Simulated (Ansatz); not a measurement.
KI: energy along a strain

KI, Fm-3m, a = 7.049 Å (as given, not relaxed at this level: 0.2 GPa). Ansatz: r2SCAN, PAW, 500 eV, Γ-centred 6×6×6 mesh on 2 atoms, Gaussian smearing 0.05 eV; no spin polarisation. Cell vectors (Å): 0.000 3.525 3.525; 3.525 0.000 3.525; 3.525 3.525 0.000. The cell is strained by x per cent times the pattern (0 1 0 0 0 0) in the order xx yy zz yz xz xy (engineering shears), with fractional coordinates held. y is the free energy over the start, V0 = 43.784 Å³/atom.

```
x (%) y (meV/atom)
-4.00             ?
-3.00          6.68
-2.00          3.31
-1.00          1.13
 0.00          0.00
 1.00         -0.21
 2.00          0.36
 3.00          1.62
 3.50          2.48
 4.00          3.48
```

Q: Fit y = c1 x + c2 x² + c3 x³ to the other rows, get the stiffness along the pattern, and predict the missing energy.

A: Least squares on the rows shown. y = −0.6608 x + 0.4613 x² − 0.01986 x³. The clamped-ion stiffness p·C·p = 2 × 4.613 eV × 160.2 / 43.784 Å³ = 34 GPa, which is C22 in these axes (C11 of the cubic crystal); c1 is there for the stress left in the start, which by itself gives a slope of -0.65 meV/atom per %. At x = -4.00 the fit asked for gives 11.30 meV/atom. The run gave 11.41 meV/atom, so the fit is 0.11 meV/atom too low, a small miss on the scale of the series.